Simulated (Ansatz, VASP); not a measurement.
One calculation of Al2O3, two programs

```
CELL_PARAMETERS angstrom
2.37930 1.37369 4.33129
-2.37930 1.37369 4.33129
0.00000 -2.74737 4.33129
ATOMIC_POSITIONS crystal
Al 0.35192 0.35192 0.35192
Al 0.14808 0.14808 0.14808
Al 0.64808 0.64808 0.64808
Al 0.85192 0.85192 0.85192
O 0.55637 0.94363 0.25000
O 0.25000 0.55637 0.94363
O 0.94363 0.25000 0.55637
O 0.44363 0.05637 0.75000
O 0.75000 0.44363 0.05637
O 0.05637 0.75000 0.44363
```

Alike in both runs: functional r2SCAN; k mesh 5 × 5 × 5; no spin polarisation.

Ansatz relaxed the structure, and its values are those at the end. VASP's run is a single point on that final structure, the one shown.

|  | VASP | Ansatz |
| --- | --- | --- |
| version | VASP 6.6.1 | Ansatz 0.2.0 |
| potentials or method | VASP PAW PBE potentials, release 64 (Al, O) | scalar-relativistic, plane waves, PAW |
| plane-wave cutoff (eV) | 520 | 700 |
| occupations | gaussian, width 0.01 eV | fixed |
| valence electrons in the cell | 48 | 48 |

```csv
,VASP,Ansatz,Ansatz less VASP
gap on the k mesh at the Fermi level (eV),7.16,7.14,-0.017
least direct gap on the mesh (eV),7.16,7.14,-0.017
pressure (GPa),-0.4,0.0,+0.46
rms of the force components (eV/Å),0.009,0.000,-0.0090
```

Caveats: the PAW data sets were made with another functional, which shifts forces and pressure a little (VASP). r2SCAN opens gaps a little over a GGA but as a rule still falls short of measured ones.
